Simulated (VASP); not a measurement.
## Au under changes of volume

One of the cells (18.004 Å³/atom); the others are scaled copies at fixed shape and fractional positions:

```
Au
1.0
     1.42066   -2.57286    0.00000
     1.42066    2.57286    0.00000
     0.00000    0.00000    4.92558
Au
2
Direct
  0.33467 0.66533 0.25000
  0.66533 0.33467 0.75000
```

This isn't the form of Au at room conditions, which is fcc.

| Item | Value |
| --- | --- |
| Program | VASP 6.6.1 |
| Functional | PBEsol |
| Potentials or basis | VASP PAW PBE potentials, release 64 (Au) |
| Cutoff | 520 eV |
| k mesh | 11 × 11 × 6 |
| Occupations | fermi-dirac, width 0.05 eV |
| Spin | no spin polarisation |

```csv
volume (Å³/atom),energy over the lowest point (meV/atom),pressure (GPa),largest force (eV/Å)
16.592,6.72,5.0,0.043
16.945,0.00,1.0,0.034
17.298,1.48,-2.5,0.027
18.004,24.85,-8.1,0.013
18.357,?,?,?
18.710,69.68,-12.3,0.001
```

Q: What does the run at 18.357 Å³/atom give?

A: Energy over the lowest point 44.95 meV/atom; pressure -10.3 GPa; largest force 0.006 eV/Å.

Worked out: A Birch-Murnaghan fit of order 3 (a polynomial in V^(-2/3)) to the other rows has its minimum at 17.05 Å³/atom with B0 = V·E''(V) = 172 GPa and B' = 5.8 at fixed shape and positions, which overstates the stiffness. It gives 44.96 meV/atom at 18.357 Å³/atom, against the run's 44.95, and -dE/dV = -10.2 GPa, against -10.3.

Energies are extrapolated to zero smearing.

Caveats: the PAW data sets were made with another functional, which shifts forces and pressure a little.
